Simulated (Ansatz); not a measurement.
NaI (zincblende): gap against strain (uniaxial along [111], other directions held)

NaI (zincblende), relaxed with r2SCAN in the PAW code Ansatz, then strained (uniaxial along [111], other directions held; changes of length per length, axes as in the cell below) with the atoms relaxed again within the symmetry that is left. It is cubic, F-43m (No. 216); a = 7.086 Å in the conventional setting, 44.48 Å³ an atom. Na has 4 I at 3.07 Å; I has 4 Na at 3.07 Å. The calculation is spin-unpolarised, and the structure need not be a phase that has been made.

```
Na I
1.0
     0.00000    3.54319    3.54319
     3.54319    0.00000    3.54319
     3.54319    3.54319    0.00000
Na I
1 1
Cartesian
  0.0000 0.0000 0.0000
  1.7716 1.7716 1.7716
```

Gaps are the least over each mesh (PBE 6×6×6, r2SCAN 6×6×6, HSE06 4×4×4 when unstrained) and the special points, which keep their unstrained names; stress is the change from the unstrained cell, compression positive.

| strain (%) | gap, PBE (eV) | gap, r2SCAN (eV) | gap, HSE06 (eV) | edges, HSE06 | stress along the strain, r2SCAN (GPa) | energy rise, r2SCAN (meV/atom) |
| --- | --- | --- | --- | --- | --- | --- |
| -2.87 | 3.812 | 4.405 | 4.799 | Γ | +0.43 | 1.8 |
| 0.0 | 3.825 | 4.419 | 4.812 | Γ | 0.00 | 0.0 |
| +5.64 | 3.667 | 4.257 | 4.644 | Γ | -0.87 | 6.7 |

**Question.** Estimate the row for a strain of +4.82 %.

**Answer.**

| strain (%) | gap, PBE (eV) | gap, r2SCAN (eV) | gap, HSE06 (eV) | edges, HSE06 | stress along the strain, r2SCAN (GPa) | energy rise, r2SCAN (meV/atom) |
| --- | --- | --- | --- | --- | --- | --- |
| +4.82 | 3.690 | 4.281 | 4.669 | Γ | -0.74 | 4.9 |

Between zero and the nearest strains the slope of the HSE06 gap against strain is +0.004 eV per percent for negative and -0.030 for positive strain; it falls either way, as happens when edge states split or other valleys take over.

Spin-orbit coupling is left out, which matters wherever the heavy atoms make up the band edges.

The meshes of the hybrids are coarse, so their gaps aren't converged to the digits shown.
